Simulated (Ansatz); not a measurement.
# Sb (R-3m) in Ansatz: a series of runs, part 2 of 2

Ansatz 0.2.0. The steps go on from the part before.

**5. Single point, r2SCAN, 29.60 Å³/atom (volume scaled by 0.98)**

input.yaml reads:

```yaml
crystal:
  lattice:
    - [2.1397418462, 1.2353805309, 3.7327777635]
    - [-2.1397418462, 1.2353805309, 3.7327777635]
    - [0.0, -2.4707610619, 3.7327777635]
  atoms:
    - { symbol: Sb, position: [0.76651, 0.76651, 0.76651] }
    - { symbol: Sb, position: [0.23349, 0.23349, 0.23349] }
hamiltonian:
  xc: r2scan
  pseudopotentials: { kind: paw }
kpoints:
  mp_grid: { grid: [8, 8, 8] }
scf:
  occupations: { method: fermi_dirac, width: 0.05 }
output:
  forces: true
  stress: true
  eigenvalues: true
```

On the command line:

```sh
> ansatz run input.yaml --threads 2 --pin off --max-ram 5632MiB --backend cpu --events-out ev --progress --plain --runs-dir out
```

Wall time 6.4 s (2 threads of Arm Neoverse V1, shared host); peak memory 0.57 GiB.

The run converged. Its results:

* Free energy: -12998.2270 eV
* Pressure: 3.0 GPa
* Largest force: 0.104 eV/Å
* Band gap on the k mesh: none (metal or under the smearing width)

Caveat: the PAW data sets come from PBE, with cores solved anew for the run's functional, which leaves a small shift of forces and pressure.

**6. Single point, r2SCAN, 30.21 Å³/atom**

Edit input.yaml of step 5 so:

```diff
@@ -2,5 +2,5 @@
   lattice:
-    - [2.1397418462, 1.2353805309, 3.7327777635]
-    - [-2.1397418462, 1.2353805309, 3.7327777635]
-    - [0.0, -2.4707610619, 3.7327777635]
+    - [2.1542, 1.2437279499, 3.758]
+    - [-2.1542, 1.2437279499, 3.758]
+    - [0.0, -2.4874558998, 3.758]
   atoms:
```

Potentials or basis: Ansatz PAW.

On the command line:

```sh
> ansatz run input.yaml --threads 2 --pin off --max-ram 5632MiB --backend cpu --events-out ev --progress --plain --runs-dir out
```

Run time: 6.5 s. Hardware: 2 threads of Arm Neoverse V1, shared host; peak memory 0.57 GiB.

Results (log left out):

```
Free energy            : -12998.2443 eV
Pressure               : 1.7 GPa
Largest force          : 0.006 eV/Å
Band gap on the k mesh : none (metal or under the smearing width)
```

Caveat: the PAW data sets come from PBE, with cores solved anew for the run's functional, which leaves a small shift of forces and pressure.

**7. Single point, r2SCAN, 30.81 Å³/atom (volume scaled by 1.02)**

Edit input.yaml of step 6 so:

```diff
@@ -2,5 +2,5 @@
   lattice:
-    - [2.1542, 1.2437279499, 3.758]
-    - [-2.1542, 1.2437279499, 3.758]
-    - [0.0, -2.4874558998, 3.758]
+    - [2.1684666409, 1.2519647989, 3.7828881425]
+    - [-2.1684666409, 1.2519647989, 3.7828881425]
+    - [0.0, -2.5039295978, 3.7828881425]
   atoms:
@@ -19 +19,5 @@
   eigenvalues: true
+  write_density: true
+  write_potential: true
+  elf: true
+  volumetric_format: npy
```

On the command line:

```sh
> ansatz run input.yaml --threads 2 --pin off --max-ram 5632MiB --backend cpu --events-out ev --progress --plain --runs-dir out
```

It took 8.5 s on 2 threads of Arm Neoverse V1, shared host; peak memory 0.58 GiB.

Results (log left out):

```yaml
Free_energy: -12998.2523 eV
Pressure: 0.5 GPa
Largest_force: 0.110 eV/Å
Band_gap_on_the_k_mesh: none (metal or under the smearing width)
```

Caveat: the PAW data sets come from PBE, with cores solved anew for the run's functional, which leaves a small shift of forces and pressure.

**8. Single point, r2SCAN, 31.41 Å³/atom (volume scaled by 1.04)**

input.yaml reads:

```yaml
crystal:
  lattice:
    - [2.1825479877, 1.2600946682, 3.8074530396]
    - [-2.1825479877, 1.2600946682, 3.8074530396]
    - [0.0, -2.5201893365, 3.8074530396]
  atoms:
    - { symbol: Sb, position: [0.76651, 0.76651, 0.76651] }
    - { symbol: Sb, position: [0.23349, 0.23349, 0.23349] }
hamiltonian:
  xc: r2scan
  pseudopotentials: { kind: paw }
kpoints:
  mp_grid: { grid: [8, 8, 8] }
scf:
  occupations: { method: fermi_dirac, width: 0.05 }
output:
  forces: true
  stress: true
  eigenvalues: true
```

On the command line:

```sh
> ansatz run input.yaml --threads 2 --pin off --max-ram 5632MiB --backend cpu --events-out ev --progress --plain --runs-dir out
```

Run time: 6.6 s. Hardware: 2 threads of Arm Neoverse V1, shared host; peak memory 0.57 GiB.

The run converged. Its results:

```
Free energy            : -12998.2519 eV
Pressure               : -0.6 GPa
Largest force          : 0.208 eV/Å
Band gap on the k mesh : none (metal or under the smearing width)
```

Caveat: the PAW data sets come from PBE, with cores solved anew for the run's functional, which leaves a small shift of forces and pressure.

**9. Single point, r2SCAN, 32.02 Å³/atom (volume scaled by 1.06)**

Edit input.yaml of step 8 so:

```diff
@@ -2,5 +2,5 @@
   lattice:
-    - [2.1825479877, 1.2600946682, 3.8074530396]
-    - [-2.1825479877, 1.2600946682, 3.8074530396]
-    - [0.0, -2.5201893365, 3.8074530396]
+    - [2.1964499421, 1.2681209653, 3.8317049867]
+    - [-2.1964499421, 1.2681209653, 3.8317049867]
+    - [0.0, -2.5362419306, 3.8317049867]
   atoms:
@@ -19 +19,5 @@
   eigenvalues: true
+  write_density: true
+  write_potential: true
+  elf: true
+  volumetric_format: npy
```

Potentials or basis: Ansatz PAW.

On the command line:

```sh
> ansatz run input.yaml --threads 2 --pin off --max-ram 5632MiB --backend cpu --events-out ev --progress --plain --runs-dir out
```

Wall time 8.4 s (2 threads of Arm Neoverse V1, shared host); peak memory 0.58 GiB.

The run converged. Its results:

```yaml
Free_energy: -12998.2440 eV
Pressure: -1.5 GPa
Largest_force: 0.300 eV/Å
Band_gap_on_the_k_mesh: none (metal or under the smearing width)
```

Caveat: the PAW data sets come from PBE, with cores solved anew for the run's functional, which leaves a small shift of forces and pressure.

**10. Equation of state, r2SCAN**

Potentials or basis: Ansatz PAW.

No new run: the results of the series are fitted here.

Results:

* Equilibrium volume: 31.08 Å³/atom
* Bulk modulus at fixed shape and positions: 54 GPa
* Pressure derivative of the bulk modulus: 4.7

Energy against volume, from the lowest point:
| volume (Å³/atom) | energy (meV/atom) |
| --- | --- |
| 28.393 | 46.40 |
| 28.998 | 26.60 |
| 29.602 | 12.67 |
| 30.206 | 3.99 |
| 30.810 | 0.00 |
| 31.414 | 0.19 |
| 32.018 | 4.15 |

Caveat: the cell was scaled at fixed shape and fractional positions, which overstates the stiffness of a crystal with free parameters, most of all of layers and chains; the PAW data sets were made with another functional, which shifts forces and pressure a little. The run has no spin-orbit coupling, so splittings on Sb are missing.

**11. Band structure, PBE**

input.yaml reads:

```yaml
crystal:
  lattice:
    - [2.1542, 1.2437279499, 3.758]
    - [-2.1542, 1.2437279499, 3.758]
    - [0.0, -2.4874558998, 3.758]
  atoms:
    - { symbol: Sb, position: [0.76651, 0.76651, 0.76651] }
    - { symbol: Sb, position: [0.23349, 0.23349, 0.23349] }
hamiltonian:
  xc: pbe
  pseudopotentials: { kind: paw }
kpoints:
  mp_grid: { grid: [8, 8, 8] }
  band_path:
    path:
      - [[0.0, 0.0, 0.0], [0.5, 0.0, 0.0], [0.5, 0.2396873643, -0.2396873643]]
      - [[0.7603126357, 0.5, 0.2396873643], [0.5, 0.5, 0.5], [0.0, 0.0, 0.0], [0.3698436821, 0.0, -0.3698436821]]
      - [[0.6301563179, 0.3698436821, 0.0], [0.5, 0.5, 0.0], [0.6301563179, 0.6301563179, 0.2396873643], [0.5, 0.5, 0.5]]
      - [[0.5, 0.0, 0.0], [0.7603126357, 0.3698436821, 0.3698436821]]
    npoints: 14
scf:
  occupations: { method: fermi_dirac, width: 0.05 }
  n_extra_bands: 6
output:
  forces: true
  stress: true
  eigenvalues: true
  fatbands: true
  write_density: true
  write_potential: true
  elf: true
  volumetric_format: npy
```

On the command line:

```sh
> ansatz run input.yaml --threads 2 --pin off --max-ram 5632MiB --backend cpu --events-out ev --progress --plain --runs-dir out
```

It took 5.4 s on 2 threads of Arm Neoverse V1, shared host; peak memory 0.37 GiB.

Results (log left out):

* Free energy: -12968.9609 eV
* Pressure: 2.7 GPa
* Largest force: 0.159 eV/Å
* Band gap on the k mesh: none (metal or under the smearing width)

Forces in eV/Å, atoms in the order of the input:
```
Sb   0.000  0.000 -0.159
Sb   0.000  0.000  0.159
```

Stress tensor (GPa, compression positive):
```
2.87 0.00 0.00
0.00 2.87 0.00
0.00 0.00 2.33
```

Levels at the corners of the path, in eV from the Fermi level:
| point | band 11 | band 12 | band 13 | band 14 | band 15 | band 16 | band 17 | band 18 | band 19 | band 20 |
| --- | --- | --- | --- | --- | --- | --- | --- | --- | --- | --- |
| Γ | -12.82 | -4.91 | -2.16 | -1.89 | -1.89 | 1.99 | 2.61 | 2.61 | 5.05 | 5.05 |
| L | -10.45 | -9.73 | -2.03 | -1.92 | -0.39 | -0.29 | 0.10 | 0.40 | 7.51 | 8.29 |
| B1 | -9.91 | -9.13 | -5.08 | -4.94 | -0.84 | 0.60 | 4.51 | 4.58 | 5.93 | 6.11 |
| B | -9.91 | -9.13 | -5.08 | -4.94 | -0.84 | 0.60 | 4.51 | 4.58 | 5.93 | 6.11 |
| Z | -11.28 | -9.09 | -1.41 | -1.41 | -0.55 | 0.04 | 0.04 | 1.01 | 6.94 | 8.82 |
| Γ | -12.82 | -4.91 | -2.16 | -1.89 | -1.89 | 1.99 | 2.61 | 2.61 | 5.05 | 5.05 |
| X | -9.92 | -9.21 | -5.39 | -3.27 | -3.02 | 2.72 | 3.10 | 4.06 | 5.84 | 7.22 |
| Q | -9.92 | -9.21 | -5.39 | -3.27 | -3.02 | 2.72 | 3.10 | 4.06 | 5.84 | 7.22 |
| F | -10.44 | -8.09 | -5.53 | -3.85 | -3.75 | 1.45 | 4.85 | 5.43 | 6.85 | 9.00 |
| P1 | -10.29 | -8.81 | -5.44 | -3.31 | -2.82 | 2.37 | 3.09 | 4.51 | 5.94 | 7.75 |
| Z | -11.28 | -9.09 | -1.41 | -1.41 | -0.55 | 0.04 | 0.04 | 1.01 | 6.94 | 8.82 |
| L | -10.45 | -9.73 | -2.03 | -1.92 | -0.39 | -0.29 | 0.10 | 0.40 | 7.51 | 8.29 |
| P | -10.29 | -8.81 | -5.44 | -3.31 | -2.82 | 2.37 | 3.09 | 4.51 | 5.94 | 7.75 |

Caveat: spin-orbit coupling is left out, which moves the levels of the heavy elements.

**12. Summary**

```tsv
task	level	cutoff (eV)	points for each segment of the path	gap on the mesh (eV)	pressure (GPa)	largest force (eV/Å)
band structure	r2SCAN	500	14	none	1.7	0.01
equation of state	r2SCAN	500	-	-	-	-
band structure	PBE	420	14	none	2.7	0.16
```

Alike in all rows: potentials or basis Ansatz PAW; no spin polarisation; cell as given; k mesh 8 × 8 × 8; smearing fermi-dirac 0.05 eV.

Caveats: spin-orbit coupling is left out, which moves the levels of the heavy elements (some runs); the PAW data sets come from PBE, with cores solved anew for the run's functional, which leaves a small shift of forces and pressure (some runs); the cell was scaled at fixed shape and fractional positions, which overstates the stiffness of a crystal with free parameters, most of all of layers and chains (some runs); the PAW data sets were made with another functional, which shifts forces and pressure a little (some runs).

Total energies depend on the potentials used, so only differences within one code and one set of settings carry meaning.
